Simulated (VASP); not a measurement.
# CuI (Marshite) (F-43m) in VASP: further runs

Runs on CuI (Marshite). Level: LDA. Tasks: relaxation of cell and atoms.

Program: VASP 6.6.1. These are calculated values, not measurements. Logs are shortened: lines on timing, memory, paths and dates and some standing lists are left out, and cuts for length are marked.

### 1 The crystal as given

It takes space group F-43m (No. 216, cubic). Conventional cell: a = 6.063 Å, b = 6.063 Å, c = 6.063 Å, α = 90.00°, β = 90.00°, γ = 90.00°. Around Cu (site symmetry -43m) lie 4 I at 2.63 Å. I (site symmetry -43m) has 4 Cu at 2.63 Å as nearest neighbours.

### 2 Relaxation of cell and atoms, LDA

INCAR reads:

```
SYSTEM = CuI
  PREC = Accurate
  ENCUT = 600
  EDIFF = 1E-6
  ISMEAR = 0
  SIGMA = 0.03
  LREAL = .False.
  LASPH = .True.
  NELM = 80
  ALGO = Normal
  ISIF = 3
  LWAVE = .False.
  LCHARG = .False.
  IBRION = 2
  NSW = 90
  EDIFFG = -0.01
```

KPOINTS reads:

```
Automatic mesh
0
Gamma
  8 8 8
  0 0 0
```

POSCAR reads:

```
CuI
1.0
    0.0000000000      3.0315000000      3.0315000000
    3.0315000000      0.0000000000      3.0315000000
    3.0315000000      3.0315000000      0.0000000000
Cu I
1 1
Direct
    0.2500000000      0.2500000000      0.2500000000
    0.0000000000      0.0000000000      0.0000000000
```

Potentials or basis: VASP PAW LDA potentials, release 64 (Cu, I).

Started as:

```bash
cat potpaw_LDA.64/Cu/POTCAR potpaw_LDA.64/I/POTCAR > POTCAR
mpirun -np 1 vasp_std > vasp.out
```

OUTCAR:

```text
SYSTEM = CuI
   PREC = Accurate
   ENCUT = 600
   EDIFF = 1E-6
   ISMEAR = 0
   LREAL = .False.
   LASPH = .True.
   NELM = 80
   ISIF = 3
   IBRION = 2
   NSW = 90
   EDIFFG = -0.01

 ion  position               nearest neighbor table
   1  0.250  0.250  0.250-   2 2.63   2 2.63   2 2.63   2 2.63
   2  0.000  0.000  0.000-   1 2.63   1 2.63   1 2.63   1 2.63

  LATTYP: Found a face centered cubic cell.
 ALAT       =     6.0630000000

  Lattice vectors:

 A1 = (   0.0000000000,   3.0315000000,   3.0315000000)
 A2 = (   3.0315000000,   0.0000000000,   3.0315000000)
 A3 = (   3.0315000000,   3.0315000000,   0.0000000000)

Analysis of symmetry for initial positions (statically):
=====================================================================
 Subroutine PRICEL returns:
 Original cell was already a primitive cell.

 Routine SETGRP: Setting up the symmetry group for a
 face centered cubic supercell.

 Subroutine GETGRP returns: Found 24 space group operations
 (whereof 24 operations were pure point group operations)
 out of a pool of 48 trial point group operations.

The static configuration has the point symmetry T_d .

Analysis of symmetry for dynamics (positions and initial velocities):
=====================================================================
 Subroutine PRICEL returns:
 Original cell was already a primitive cell.

 Routine SETGRP: Setting up the symmetry group for a
 face centered cubic supercell.

 Subroutine GETGRP returns: Found 24 space group operations
 (whereof 24 operations were pure point group operations)
 out of a pool of 48 trial point group operations.

The dynamic configuration has the point symmetry T_d .

 Subroutine INISYM returns: Found 24 space group operations
 (whereof 24 operations are pure point group operations),
 and found     1 'primitive' translations

----------------------------------------------------------------------------------------

                                     Primitive cell

  volume of cell :      55.7189

  direct lattice vectors                    reciprocal lattice vectors
     0.000000000  3.031500000  3.031500000    -0.164934851  0.164934851  0.164934851
     3.031500000  0.000000000  3.031500000     0.164934851 -0.164934851  0.164934851
     3.031500000  3.031500000  0.000000000     0.164934851  0.164934851 -0.164934851

  length of vectors
     4.287188414  4.287188414  4.287188414     0.285675541  0.285675541  0.285675541

  position of ions in fractional coordinates (direct lattice)
     0.250000000  0.250000000  0.250000000
     0.000000000  0.000000000  0.000000000

  ion indices of the primitive-cell ions
   primitive index   ion index
                 1           1
                 2           2

----------------------------------------------------------------------------------------

 KPOINTS: Automatic mesh

Automatic generation of k-mesh.
 Grid dimensions read from file:
 generate k-points for:    8    8    8

 Generating k-lattice:

  Cartesian coordinates                     Fractional coordinates (reciprocal lattice)
    -0.020616856  0.020616856  0.020616856     0.125000000  0.000000000  0.000000000
     0.020616856 -0.020616856  0.020616856     0.000000000  0.125000000  0.000000000
     0.020616856  0.020616856 -0.020616856     0.000000000  0.000000000  0.125000000

  Length of vectors
     0.035709443  0.035709443  0.035709443

  Shift w.r.t. Gamma in fractional coordinates (k-lattice)
     0.000000000  0.000000000  0.000000000

 Subroutine IBZKPT returns following result:
 ===========================================

 Found     29 irreducible k-points:

 Following reciprocal coordinates:
            Coordinates               Weight
  0.000000  0.000000  0.000000      1.000000
  0.125000  0.000000  0.000000      8.000000
  0.250000  0.000000  0.000000      8.000000
  0.375000  0.000000  0.000000      8.000000
  0.500000  0.000000  0.000000      4.000000
  0.125000  0.125000  0.000000      6.000000
[... 16 lines left out ...]
  0.500000  0.250000  0.125000     48.000000
 -0.375000  0.250000  0.125000     24.000000
 [... further k-points ...]
   k-points           NKPTS =     29   k-points in BZ     NKDIM =     29   number of bands    NBANDS=     13
   number of dos      NEDOS =    301   number of ions     NIONS =      2
   total plane-waves  NPLWV =  46656
   dimension x,y,z NGX =    36 NGY =   36 NGZ =   36
   dimension x,y,z NGXF=    72 NGYF=   72 NGZF=   72
   ions per type =               1   1
   NGX,Y,Z   is equivalent  to a cutoff of  13.96, 13.96, 13.96 a.u.
   NGXF,Y,Z  is equivalent  to a cutoff of  27.92, 27.92, 27.92 a.u.
 SYSTEM =  CuI
   PREC   = accura    normal or accurate (medium, high low for compatibility)
   ISTART =      0    job   : 0-new  1-cont  2-samecut
   ICHARG =      2    charge: 1-file 2-atom 10-const
   ISPIN  =      1    spin polarized calculation?
   LNONCOLLINEAR =      F non collinear calculations
   LSORBIT =      F    spin-orbit coupling
   LASPH  =      T    aspherical Exc in radial PAW
   ENCUT  =  600.0 eV  44.10 Ry    6.64 a.u.   8.56  8.56  8.56*2*pi/ulx,y,z
   NELM   =     80;   NELMIN=  2; NELMDL= -5     # of ELM steps
   EDIFF  = 0.1E-05   stopping-criterion for ELM
   LREAL  =      F    real-space projection
   EDIFFG = -.1E-01   stopping-criterion for IOM
   NSW    =     90    number of steps for IOM
   IBRION =      2    ionic relax: 0-MD 1-quasi-New 2-CG
   NFREE  =      1    steps in history (QN), initial steepest desc. (CG)
   ISIF   =      3    stress and relaxation
   ISYM   =      2    0-nonsym 1-usesym 2-fastsym
   POTIM  = 0.5000    time-step for ionic-motion
   TEBEG  =    0.0;   TEEND  =   0.0 temperature during run
   PSTRESS=    0.0 pullay stress
   NELECT =      18.0000    total number of electrons
   NUPDOWN=      -1.0000    fix difference up-down
   EMIN   =  10.00;   EMAX   =-10.00  energy-range for DOS
   EFERMI =   0.00;   METHOD = LEGACY
   ISMEAR =     0;   SIGMA  =   0.03  broadening in eV -4-tet -1-fermi 0-gaus
   EFERMI_NEDOS =   21; number of points for ismear=-14 and -15
   IALGO  =     38    algorithm
   IMIX   =      4    mixing-type and parameters
     AMIX     =   0.40;   BMIX     =  1.00
     AMIX_MAG =   1.60;   BMIX_MAG =  1.00
  volume/ion in A,a.u.               =      27.86       188.00
  Fermi-wavevector in a.u.,A,eV,Ry     =   1.123306  2.122741 17.168055  1.261816
  Thomas-Fermi vector in A             =   2.259971
   LORBIT       =      0    0 simple, 1 ext, 2 COOP (PROOUT), +10 PAW based schemes
   GGA     = CA    functional components
   LHFCALC =     F    Hartree Fock is set to
   AEXX    =    0.0000 exact exchange contribution
   IVDW    =     0    specifies the selected vdW correction
   LEPSILON=     F    determine dielectric tensor
   LRPA    =     F    only Hartree local field effects (RPA)
 conjugate gradient relaxation of ions
 non-spin polarized calculation
 Gauss-broadening in eV      SIGMA  =   0.03
  energy-cutoff  :      600.00
  volume of cell :       55.72
 maximum number of plane-waves:      1880
 NGX is ok and might be reduce to    36
   NGX = 17   NGY = 17   NGZ = 17

--------------------------------------- Ionic step        1  -------------------------------------------

 number of electron      18.0000006 magnetization

 Free energy of the ion-electron system (eV)
  ---------------------------------------------------
  ext. energy  EPLUGINS =         0.00000000
  ---------------------------------------------------
  free energy    TOTEN  =        -6.91847545 eV

  energy without entropy =       -6.91847545  energy(sigma->0) =       -6.91847545

 E-fermi :   4.2947     XC(G=0):  -9.3092

 val. band max:        4.1643050680   @ k =   0.0000   0.0000   0.0000
 cond. band min:       5.1621109382   @ k =   0.0000   0.0000   0.0000
 fundamental gap:      0.9978058702
 Fermi energy:         4.2946628167

 k-point     1 :       0.0000    0.0000    0.0000
  band No.  band energies     occupation
      1      -9.8155      2.00000
      2       0.5388      2.00000
      3       0.5388      2.00000
      4       0.5388      2.00000
      5       2.2443      2.00000
      6       2.2443      2.00000
      7       4.1643      2.00000
      8       4.1643      2.00000
      9       4.1643      2.00000
     10       5.1621      0.00000
     11       9.0326      0.00000
     12       9.0326      0.00000
     13       9.0326      0.00000

 k-point     2 :       0.1250    0.0000    0.0000
  band No.  band energies     occupation
      1      -9.7429      2.00000
      2       0.2465      2.00000
      3       0.5459      2.00000
      4       0.5459      2.00000
      5       2.2381      2.00000
      6       2.2381      2.00000
      7       3.5040      2.00000
      8       4.0459      2.00000
      9       4.0459      2.00000
     10       5.8902      0.00000
     11       8.9078      0.00000
     12       9.2500      0.00000
     13       9.2500      0.00000
[... 437 lines left out ...]
 VOLUME and BASIS-vectors are now :
 -----------------------------------------------------------------------------
  energy-cutoff  :      600.00
  volume of cell :       50.34
      direct lattice vectors                 reciprocal lattice vectors
     0.000000000  2.930644532  2.930644532    -0.170610934  0.170610934  0.170610934
     2.930644532  0.000000000  2.930644532     0.170610934 -0.170610934  0.170610934
     2.930644532  2.930644532 -0.000000000     0.170610934  0.170610934 -0.170610934

 POSITION                                       TOTAL-FORCE (eV/Angst)
 -----------------------------------------------------------------------------------
      1.46532      1.46532      1.46532         0.000000      0.000000      0.000000
      0.00000      0.00000      0.00000        -0.000000     -0.000000     -0.000000
 -----------------------------------------------------------------------------------
    total drift:                               -0.000000     -0.000000      0.000000

  FREE ENERGIE OF THE ION-ELECTRON SYSTEM (eV)
  ---------------------------------------------------
  free  energy   TOTEN  =        -6.9970572400 eV

  energy  without entropy=       -6.9970572400  energy(sigma->0) =       -6.99705724

--------------------------------------- Ionic step        4  -------------------------------------------

 number of electron      18.0000003 magnetization

 Free energy of the ion-electron system (eV)
  ---------------------------------------------------
  ext. energy  EPLUGINS =         0.00000000
  ---------------------------------------------------
  free energy    TOTEN  =        -6.99709818 eV

  energy without entropy =       -6.99709818  energy(sigma->0) =       -6.99709818

 E-fermi :   5.4297     XC(G=0):  -9.7524

 val. band max:        5.3077862633   @ k =   0.0000   0.0000   0.0000
 cond. band min:       6.5845482963   @ k =   0.0000   0.0000   0.0000
 fundamental gap:      1.2767620330
 Fermi energy:         5.4296712508

 k-point     1 :       0.0000    0.0000    0.0000
  band No.  band energies     occupation
      1      -9.2376      2.00000
      2       1.1902      2.00000
      3       1.1902      2.00000
      4       1.1902      2.00000
      5       2.9416      2.00000
      6       2.9416      2.00000
      7       5.3078      2.00000
      8       5.3078      2.00000
      9       5.3078      2.00000
     10       6.5845      0.00000
     11      10.0617      0.00000
     12      10.0617      0.00000
     13      10.0617      0.00000

 k-point     2 :       0.1250    0.0000    0.0000
  band No.  band energies     occupation
      1      -9.1466      2.00000
      2       0.8975      2.00000
      3       1.2018      2.00000
      4       1.2018      2.00000
      5       2.9336      2.00000
      6       2.9336      2.00000
      7       4.5260      2.00000
      8       5.1581      2.00000
      9       5.1581      2.00000
     10       7.3248      0.00000
     11      10.0170      0.00000
     12      10.3116      0.00000
     13      10.3116      0.00000
[... 365 lines left out ...]
 VOLUME and BASIS-vectors are now :
 -----------------------------------------------------------------------------
  energy-cutoff  :      600.00
  volume of cell :       50.50
      direct lattice vectors                 reciprocal lattice vectors
     0.000000000  2.933707071  2.933707071    -0.170432831  0.170432831  0.170432831
     2.933707071  0.000000000  2.933707071     0.170432831 -0.170432831  0.170432831
     2.933707071  2.933707071 -0.000000000     0.170432831  0.170432831 -0.170432831

 POSITION                                       TOTAL-FORCE (eV/Angst)
 -----------------------------------------------------------------------------------
      1.46685      1.46685      1.46685         0.000000      0.000000      0.000000
      0.00000      0.00000      0.00000        -0.000000     -0.000000     -0.000000
 -----------------------------------------------------------------------------------
    total drift:                               -0.000000     -0.000000     -0.000000

  FREE ENERGIE OF THE ION-ELECTRON SYSTEM (eV)
  ---------------------------------------------------
  free  energy   TOTEN  =        -6.9970981763 eV

  energy  without entropy=       -6.9970981763  energy(sigma->0) =       -6.99709818

 reached required accuracy - stopping structural energy minimisation
```

Run time: 33 s. Hardware: 1 thread of Intel Xeon 6975P-C (Granite Rapids), shared host; peak memory 0.19 GiB.

What came out:

```yaml
Free_energy: -6.9971 eV
Relaxed_volume: 25.25 Å³/atom
Relaxed_cell: a = 4.149 Å, b = 4.149 Å, c = 4.149 Å, α = 60.00°, β = 60.00°, γ = 60.00°
Space_group_after_relaxing_to_0.05_Å: F-43m (No. 216)
Energy_gained_by_relaxing: 39.3 meV/atom
Ionic_steps: 4
Pressure_after_relaxing: 0.0 GPa
Band_gap_on_the_k_mesh: 1.28 eV, direct
```

Step by step:
| step | energy change (eV) | largest force (eV/Å) | pressure (GPa) | volume (Å³) |
| --- | --- | --- | --- | --- |
| 1 | 0.0000 | 0.0000 | -4.15 | 55.72 |
| 2 | -0.0782 | 0.0000 | 0.27 | 50.10 |
| 3 | -0.0786 | 0.0000 | 0.14 | 50.34 |
| 4 | -0.0786 | 0.0000 | -0.04 | 50.50 |

Final structure:
```
CELL_PARAMETERS angstrom
0.00000 2.93371 2.93371
2.93371 0.00000 2.93371
2.93371 2.93371 0.00000
ATOMIC_POSITIONS crystal
Cu 0.25000 0.25000 0.25000
I 0.00000 0.00000 0.00000
```

Levels at points of the mesh, in eV from the valence-band top:
```tsv
k point	band 5	band 6	band 7	band 8	band 9	band 10	band 11	band 12	band 13
(0.00, 0.00, 0.00)	-2.37	-2.37	0.00	0.00	0.00	1.28	4.75	4.75	4.75
(0.50, 0.00, 0.00)	-2.34	-2.34	-2.28	-0.89	-0.89	2.15	5.33	5.33	7.37
(0.50, 0.50, 0.00)	-2.41	-2.28	-2.27	-1.92	-1.92	2.42	2.78	9.76	10.23
```

Caveat: spin-orbit coupling is left out, which moves the levels of the heavy elements. LDA usually gives volumes a few per cent too small.

### 3 Relaxation of cell and atoms, LDA

This run uses another cell than the first one, of 25.25 Å³/atom, 0.906 times its volume.

Edit INCAR of step 2 so:

```diff
@@ -3,3 +3,3 @@
   ENCUT = 600
-  EDIFF = 1E-6
+  EDIFF = 1E-7
   ISMEAR = 0
@@ -15,2 +15,2 @@
   NSW = 90
-  EDIFFG = -0.01
+  EDIFFG = -0.005
```

KPOINTS is that of step 2.

POSCAR reads:

```
CuI                                     
1.0
    0.0000000000      2.9337070710      2.9337070710
    2.9337070710      0.0000000000      2.9337070710
    2.9337070710      2.9337070710     -0.0000000000
  Cu              I             
     1     1
Direct
     0.2500000000000000    0.2500000000000000    0.2500000000000000
     0.0000000000000000    0.0000000000000000    0.0000000000000000
```

Potentials or basis: VASP PAW LDA potentials, release 64 (Cu, I).

Started as:

```bash
cat potpaw_LDA.64/Cu/POTCAR potpaw_LDA.64/I/POTCAR > POTCAR
mpirun -np 1 vasp_std > vasp.out
```

OUTCAR:

```text
SYSTEM = CuI
   PREC = Accurate
   ENCUT = 600
   EDIFF = 1E-7
   ISMEAR = 0
   LREAL = .False.
   LASPH = .True.
   NELM = 80
   ISIF = 3
   IBRION = 2
   NSW = 90
   EDIFFG = -0.005

 ion  position               nearest neighbor table
   1  0.250  0.250  0.250-   2 2.54   2 2.54   2 2.54   2 2.54
   2  0.000  0.000  0.000-   1 2.54   1 2.54   1 2.54   1 2.54

  LATTYP: Found a face centered cubic cell.
 ALAT       =     5.8674141420

  Lattice vectors:

 A1 = (   0.0000000000,   2.9337070710,   2.9337070710)
[... 613 lines left out ...]
     10       8.9686      0.00000
     11       9.8067      0.00000
     12      11.6698      0.00000
     13      12.9035      0.00000

 [... further k-points ...]
[... 5 lines left out ...]
  --------------------------------------------------------------------------------------
  -------------------------------------------------------------------------------------
  Total        0.0021237      0.0021237      0.0021237     -0.0000000      0.0000000      0.0000000
  in kB        0.0674286      0.0674286      0.0674286     -0.0000000      0.0000000      0.0000000
  external PRESSURE =       0.0674286 kB  Pullay stress =       0.0000000 kB

 VOLUME and BASIS-vectors are now :
 -----------------------------------------------------------------------------
  energy-cutoff  :      600.00
  volume of cell :       50.46
      direct lattice vectors                 reciprocal lattice vectors
     0.000000000  2.932973588  2.932973588    -0.170475453  0.170475453  0.170475453
     2.932973588 -0.000000000  2.932973588     0.170475453 -0.170475453  0.170475453
     2.932973588  2.932973588 -0.000000000     0.170475453  0.170475453 -0.170475453

 POSITION                                       TOTAL-FORCE (eV/Angst)
 -----------------------------------------------------------------------------------
      1.46649      1.46649      1.46649        -0.000000     -0.000000     -0.000000
      2.93297      2.93297     -0.00000         0.000000      0.000000      0.000000
 -----------------------------------------------------------------------------------
    total drift:                               -0.000000     -0.000000     -0.000000

  FREE ENERGIE OF THE ION-ELECTRON SYSTEM (eV)
  ---------------------------------------------------
  free  energy   TOTEN  =        -6.9963983420 eV

  energy  without entropy=       -6.9963983420  energy(sigma->0) =       -6.99639834

 reached required accuracy - stopping structural energy minimisation
```

CONTCAR:

```text
CuI
   1.00000000000000
     0.0000000000000000    2.9329735877622269    2.9329735877622269
     2.9329735877622269   -0.0000000000000000    2.9329735877622269
     2.9329735877622269    2.9329735877622269   -0.0000000000000000
  Cu              I
     1     1
Direct
     0.2500000000000000    0.2500000000000000    0.2500000000000000
     0.0000000000000000    0.0000000000000000    1.0000000000000000

  0.00000000E+00  0.00000000E+00  0.00000000E+00
  0.00000000E+00  0.00000000E+00  0.00000000E+00
```

Wall time 19 s (1 thread of Intel Xeon 6975P-C (Granite Rapids), shared host); peak memory 0.18 GiB.

Results:

```yaml
Free_energy: -6.9964 eV
Relaxed_volume: 25.23 Å³/atom
Relaxed_cell: a = 4.148 Å, b = 4.148 Å, c = 4.148 Å, α = 60.00°, β = 60.00°, γ = 60.00°
Space_group_after_relaxing_to_0.05_Å: F-43m (No. 216)
Energy_gained_by_relaxing: 0.0 meV/atom
Ionic_steps: 2
Pressure_after_relaxing: 0.0 GPa
Band_gap_on_the_k_mesh: 1.28 eV, direct
```

Final structure:
```
Cu I
1.0
     0.00000    2.93297    2.93297
     2.93297    0.00000    2.93297
     2.93297    2.93297    0.00000
Cu I
1 1
Direct
  0.25000 0.25000 0.25000
  0.00000 0.00000 0.00000
```

Caveat: spin-orbit coupling is left out, which moves the levels of the heavy elements.
